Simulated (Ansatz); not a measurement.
InSb3: a fit and a missing row

InSb3, Fm-3m, a = 7.580 Å. The structure is a Materials Project entry; whether it is the stable form wasn't checked. Ansatz: PBE, PAW, 420 eV, Γ-centred 10×10×10 mesh on 4 atoms, Gaussian smearing 0.10 eV; no spin polarisation. Symmetry fixes shape and atoms, so the cell is only scaled; pressure is positive in compression.

```
V (Å³/atom) P (GPa)
     25.589     3.85
     26.406     1.79
     27.222     0.05
     28.039        ?
     28.856    -2.60
```

Take V0 = 27.222 Å³/atom, count pressures from its P0 = 0.05 GPa, fit the third-order Birch–Murnaghan form to the other rows, and predict the missing pressure.

With the Eulerian strain f = ½[(V0/V)^(2/3) − 1] and y = (P − P0)/[3f(1 + 2f)^(5/2)], the form is the line y = B0 + 1.5 B0 (B0′ − 4) f. Rows (f, y): 0.02105, 54.3; 0.01025, 53.8; -0.01906, 51.1. Means f = 0.004080, y = 53.067; Σ(Δf)² = 0.0008615, ΣΔfΔy = 0.07096; the slope is their ratio. y = 52.73 + 82.37 f GPa, so B0 = 52.7 GPa and B0′ = 4 + 2 × (82.37)/(3 × 52.73) = 5.04. At V = 28.039, f = -0.00976, y = 51.93 and P = -1.40 GPa. The run gave -1.40 GPa, the same to the digits shown.

Cost: 5 runs of about 0.57 core-minutes in all, on Intel Xeon 6975P-C (Granite Rapids) (shared hosts).